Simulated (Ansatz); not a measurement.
ZnF₂ — Zn-67 nuclear quadrupole resonance

Cell: a Materials Project structure (computed, not necessarily an observed phase), whose atoms a relaxation with r2SCAN at fixed cell left in place.

Space group P4_2/mnm (No. 136); a = 4.7029, c = 3.1329 Å.

```
site  Wyckoff  site symmetry       x       y       z
  Zn       2a           m.mm  0.5000  0.5000  0.5000
   F       4f           m.2m  0.6969  0.6969  0.0000
```

One atom of each set is listed.

Method: Kohn–Sham DFT in Ansatz, r2SCAN, plane waves and PAW, scalar-relativistic, 500 eV cutoff, Γ-centred 7×7×11 k-points, Fermi–Dirac smearing 0.01 eV.

Zn-67: I = 5/2, Q = 122.0 mb (year-2017 value). Static lattice, zero field.

(1) At which frequencies do the Zn-67 NQR lines lie?

## Answers

(1) For I = 5/2 and η = 0 the lines are 3|C_Q|/20 and twice that; η pulls their ratio below 2.

```
site  atoms  V_zz (10²¹ V/m²)  C_Q (MHz)     η  line frequencies (MHz)
  Zn      2              2.13       6.28  0.01             0.942, 1.88
```

With these PAW files V_zz is typically within 2 to 3 % of all-electron values, but misses above 10 % occur on Zn.
